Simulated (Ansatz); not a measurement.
## BeSe, space group F-43m: an all-electron equation of state, step by step

With Ansatz 0.2.0, Python API.

Notebook, run cell by cell (the value of a cell's last expression is shown):

```python
import ansatz as az
from ase.eos import EquationOfState
from ase.units import GPa
import numpy as np
```

```python
VECTORS = np.array([
    [0.0, 2.535, 2.535],
    [2.535, 0.0, 2.535],
    [2.535, 2.535, 0.0],
])
SITES = [
    ('Be', [0.0, 0.0, 0.0]),
    ('Se', [0.25, 0.25, 0.25]),
]
```

```python
def make_crystal(cell):
    crystal = az.Crystal(lattice=az.Lattice.of(cell))
    for symbol, position in SITES:
        crystal = crystal.atom(symbol, position)
    return crystal
```

```python
volumes, energies = [], []
for scale in np.linspace(0.94, 1.06, 5):
    cell = VECTORS * scale ** (1 / 3)
    job = (
        make_crystal(cell).calculation()
        .functional('lda')
        .occupations(az.OccupationsMethod.FIXED)
        .mixing('broyden', beta=0.5)
        .kpoints(6, 6, 6)
        .pseudopotentials('all_electron', lapw=True)
    )
    data = job.run().report
    volumes.append(abs(np.linalg.det(cell)) / len(SITES))
    energies.append(data['free_energy_ev'] / len(SITES))
    print(f'{scale:.3f} {volumes[-1]:9.4f} A^3/atom {energies[-1]:16.5f} eV/atom  (estimated basis error {1000 * data["lapw_basis_errors"]["total_ev_per_atom"]:.2f} meV/atom)')
v0, e0, bulk = EquationOfState(volumes, energies, eos='birchmurnaghan').fit()
print(f'V0 = {v0:.4f} A^3/atom, B0 = {bulk / GPa:.1f} GPa')
```

    0.940   15.3131 A^3/atom     -33219.48621 eV/atom  (estimated basis error 0.12 meV/atom)
    0.970   15.8018 A^3/atom     -33219.50140 eV/atom  (estimated basis error 0.12 meV/atom)
    1.000   16.2905 A^3/atom     -33219.50743 eV/atom  (estimated basis error 0.12 meV/atom)
    1.030   16.7792 A^3/atom     -33219.50554 eV/atom  (estimated basis error 0.13 meV/atom)
    1.060   17.2679 A^3/atom     -33219.49682 eV/atom  (estimated basis error 0.13 meV/atom)
    V0 = 16.4089 A^3/atom, B0 = 83.9 GPa

A third-order Birch-Murnaghan fit through the 5 points has its minimum at 16.41 Å³ an atom, 0.7 % above the typed cell, with a bulk modulus of 84 GPa and dB/dP = 3.9. From that minimum the energy rises by 21.4 meV an atom on the compressed side and 10.8 meV on the expanded side.

Caveats:
- These settings explore the input space; cutoff and mesh may be short of convergence.
- The structure is a deposited one; some such entries were measured under pressure or heat, so a shift against it needn't be the functional's error alone.
- Run time: 20 s on 1 thread of Arm Neoverse V2, on a shared host, peak memory 0.31 GiB.
